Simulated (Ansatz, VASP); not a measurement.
## HfO2 in VASP and in Ansatz

```
Hf O
1.0
     0.00000    2.55750    2.55750
     2.55750    0.00000    2.55750
     2.55750    2.55750    0.00000
Hf O
1 2
Direct
  0.00000 0.00000 0.00000
  0.25000 0.25000 0.25000
  0.75000 0.75000 0.75000
```

Measurements of this composition are mostly on another form, of space group No. 14.

Alike in both runs: task single point; functional r2SCAN; k mesh 6 × 6 × 6; occupations gaussian, width 0.1 eV; no spin polarisation.

|  | VASP | Ansatz |
| --- | --- | --- |
| version | VASP 6.6.1 | Ansatz 0.2.0 |
| potentials or method | VASP PAW PBE potentials, release 64 (Hf_pv, O) | scalar-relativistic, plane waves, PAW |
| plane-wave cutoff (eV) | 520 | 500 |
| valence electrons in the cell | 22 | 38 |

|  | VASP | Ansatz | Ansatz less VASP |
| --- | --- | --- | --- |
| gap on the k mesh at the Fermi level (eV) | 4.21 | 4.21 | -0.003 |
| least direct gap on the mesh (eV) | 4.21 | 4.21 | -0.003 |
| pressure (GPa) | -12.1 | -8.4 | +3.65 |

The two sets of potentials don't hold the same shells in valence.

Caveats: the PAW data sets were made with another functional, which shifts forces and pressure a little (VASP); spin-orbit coupling is left out, which moves the levels of the heavy elements. r2SCAN opens gaps a little over a GGA but as a rule still falls short of measured ones. A k mesh can miss the band edges.
